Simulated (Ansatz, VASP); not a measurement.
## Two plane-wave programs on Bi

```
Bi
1.0
     4.92201    0.00000    0.00000
     0.00000    4.57620    0.00000
    -2.40894    0.00000    6.34496
Bi
4
Direct
  0.31425 0.90953 0.53900
  0.14775 0.39784 0.92208
  0.68575 0.40953 0.46100
  0.85225 0.89784 0.07792
```

Alike in both runs: functional PBE; k mesh 4 × 4 × 4; occupations gaussian, width 0.1 eV; no spin polarisation.

Ansatz relaxed the structure, and its values are those at the end. VASP's run is a single point on that final structure, the one shown.

```csv
,VASP,Ansatz
version,VASP 6.6.1,Ansatz 0.2.0
potentials or method,"VASP PAW PBE potentials, release 64 (Bi_d)","scalar-relativistic, plane waves, PAW"
plane-wave cutoff (eV),520,420
valence electrons in the cell,60,60
```

Ansatz gave:

| Property | Result |
| --- | --- |
| gap on the k mesh at the Fermi level (eV) | none |
| pressure (GPa) | 0.0 |
| rms of the force components (eV/Å) | 0.010 |

Task: Which values does VASP return?

Result: gap on the k mesh at the Fermi level (eV): none; pressure (GPa): 0.0; rms of the force components (eV/Å): 0.008.

A gap of «none» marks a metal or a gap that the smearing closes. The functional is the same, so the differences come from potentials, cutoffs and numerics.

Caveats: spin-orbit coupling is left out, which moves the levels of the heavy elements.
